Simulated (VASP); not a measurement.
Si, 2 atoms in the cell. Symmetry: Fd-3m, No. 227, cubic system. Conventional cell: a = 5.471 Å, b = 5.471 Å, c = 5.471 Å, α = 90.00°, β = 90.00°, γ = 90.00°. Around Si (site symmetry -43m) lie 4 Si at 2.37 Å. 

```yaml
Program: VASP 6.6.1
Task: single point
Functional: r2SCAN
Potentials_or_basis: VASP PAW PBE potentials, release 64 (Si)
Cutoff: 520 eV
k_mesh: 14 × 14 × 14
Occupations: gaussian, width 0.05 eV
Spin: no spin polarisation
Dipole_correction: no
Further_INCAR_settings: ALGO = Normal; EDIFF = 1e-06; NBANDS = 11
```

Potentials or basis: VASP PAW PBE potentials, release 64 (Si).

Launch:

```console
$ cat potpaw_PBE.64/Si/POTCAR > POTCAR
$ cp INCAR.step1 INCAR
$ mpirun -np 1 vasp_std > vasp.out
$ cp INCAR.step2 INCAR
$ mpirun -np 1 vasp_std > vasp.out
```

Hardware: 1 thread of Intel(R) Xeon(R) Platinum 8259CL CPU @ 2.50GHz (Skylake/Cascade Lake), with other jobs on the host.

How long does it take, and how much memory?

Wall time 2.2 min on 1 thread of Intel(R) Xeon(R) Platinum 8259CL CPU @ 2.50GHz (Skylake/Cascade Lake), with other jobs on the host, peak memory 0.18 GiB. Counts: scf iterations 7, k points 104.
